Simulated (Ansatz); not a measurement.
Input and command of a plane-wave DFT calculation in Ansatz:

```yaml
crystal:
  lattice:
    - [1.5764743791, 0.9101779071, 5.9965349799]
    - [-1.5764743791, 0.9101779071, 5.9965349799]
    - [0.0, -1.8203558143, 5.9965349799]
  atoms:
    - { symbol: Mo, position: [0.015425994, 0.015425994, -0.0470946522] }
    - { symbol: S, position: [0.7535591261, 0.7535591261, 0.7535591261] }
    - { symbol: S, position: [0.5797236023, 0.5797236023, 0.5797236023] }
basis:
  ecutwfc: 420
kpoints:
  mp_grid: { grid: [12, 12, 12] }
hamiltonian:
  xc: pbe
  dispersion: d3bj
scf:
  occupations: { method: gaussian, width: 0.05 }
output:
  forces: true
  stress: true
  eigenvalues: true
```

```bash
ansatz run input.yaml --threads 1 --pin off --max-ram 2560MiB --backend cpu --events-out ev --progress --plain --runs-dir out
```

Processor: Intel(R) Xeon(R) 6975P-C (Granite Rapids), 1 thread, on a host shared with other jobs.

Q: How long does it run, and how much memory does it take?

A: About 17 s on 1 thread of Intel(R) Xeon(R) 6975P-C (Granite Rapids) (shared host), peak memory 0.74 GiB. It solves 17 bands at 476 k points (the mesh reduced by the symmetry that the task leaves, which can be less than the crystal's) with about 999 plane waves, in 6 SCF iterations.
